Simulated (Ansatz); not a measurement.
# TiSe2: a single-point run

Aim: a sound single-point run of TiSe2. The structure is shown as the input types it.

A COD entry behind a cell of this session may itself be a prediction, so a difference from it is no test against experiment.

Method: density functional or hybrid calculation with the settings of its input, plane waves (as first typed), in Ansatz 0.2.0.

8 further runs of the same task are left out: 1 for a known fault of the program, 7 that didn't finish.

## 1. The starting structure

It takes space group P-3m1 (No. 164, trigonal). The conventional cell has a = 3.542 Å, b = 3.542 Å, c = 6.092 Å, α = 90.00°, β = 90.00°, γ = 120.00°. Ti (site symmetry -3m) has 6 Se at 2.55 Å as nearest neighbours. Around Se (site symmetry 3m) lie 3 Ti at 2.55 Å.

As a file:

```
CELL_PARAMETERS angstrom
3.54203 0.00000 0.00000
-1.77101 3.06748 0.00000
0.00000 0.00000 6.09151
ATOMIC_POSITIONS crystal
Ti 0.00000 0.00000 0.00000
Se 0.33333 0.66667 0.24987
Se 0.66667 0.33333 0.75013
```

## 2. Input and run

input.yaml reads:

```yaml
crystal:
  lattice:
    - [3.5420251837, 0.0, 0.0]
    - [-1.7710125918, 3.0674837899, 0.0]
    - [0.0, 0.0, 6.0915063573]
  atoms:
    - { symbol: Ti, position: [0.0, 0.0, 0.0] }
    - { symbol: Se, position: [0.3333333333, 0.6666666667, 0.2498693024] }
    - { symbol: Se, position: [0.6666666667, 0.3333333333, 0.7501306976] }
kpoints:
  mp_grid: { grid: [1, 1, 1] }
hamiltonian:
  xc: pbe
scf:
  occupations: { method: fermi_dirac, width: 0.02 }
  n_extra_bands: 4
output:
  forces: true
  stress: true
  eigenvalues: true
```

Started as:

```sh
> ansatz run input.yaml --threads 4 --pin off --max-ram 3686MiB --backend cpu --events-out ev --progress --plain --runs-dir out
```

**Question.** How will this run end, and is anything wrong with its input?

The program finished normally. It gives a pressure of 39 GPa and a largest force of 2.4 eV/Å, which is large; a structure far from rest gives such values too, whatever the setting.

Look at the input: kpoints.mp_grid.grid is [1, 1, 1]. One k-point can't sample the Brillouin zone of so small a cell.

Run again and compare: set kpoints.mp_grid.grid to [6, 6, 4].
